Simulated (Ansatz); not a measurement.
AlCu3:

```xyz
4
Lattice="0.0000 2.8880 2.8880 2.8880 0.0000 2.8880 2.8880 2.8880 0.0000" Properties=species:S:1:pos:R:3 pbc="T T T"
Cu    4.3320    4.3320    4.3320
Cu    1.4440    1.4440    1.4440
Cu    2.8880    2.8880    2.8880
Al    0.0000    0.0000    0.0000
```

The cell comes from a database or a generator and needn't be the stable form of this composition.

Base run:

```yaml
Program: Ansatz 0.2.0
Functional: PBEsol
Potentials_or_basis: all-electron LAPW, scalar-relativistic
Cutoff: 310 eV
Density_cutoff: 1240 eV
Basis_error_allowed: 0.001 eV/atom
k_mesh: 8 × 8 × 8
Occupations: fermi-dirac, width 0.05 eV
Spin: no spin polarisation
```

Its results: pressure -0.8 GPa.

Task: After a change of settings the same cell gave: pressure 2.6 GPa. Which change was it?
A. potentials or basis from all-electron LAPW, scalar-relativistic to all-electron LAPW, non-relativistic; basis error allowed from 0.001 eV/atom to 0.002 eV/atom
B. basis error allowed from 0.001 eV/atom to 0.002 eV/atom
C. functional from PBEsol to LDA; basis error allowed from 0.001 eV/atom to 0.002 eV/atom
D. potentials or basis from all-electron LAPW, scalar-relativistic to all-electron PAW datasets made for the crystal

Result: A.

Not every run made on this cell is shown here.
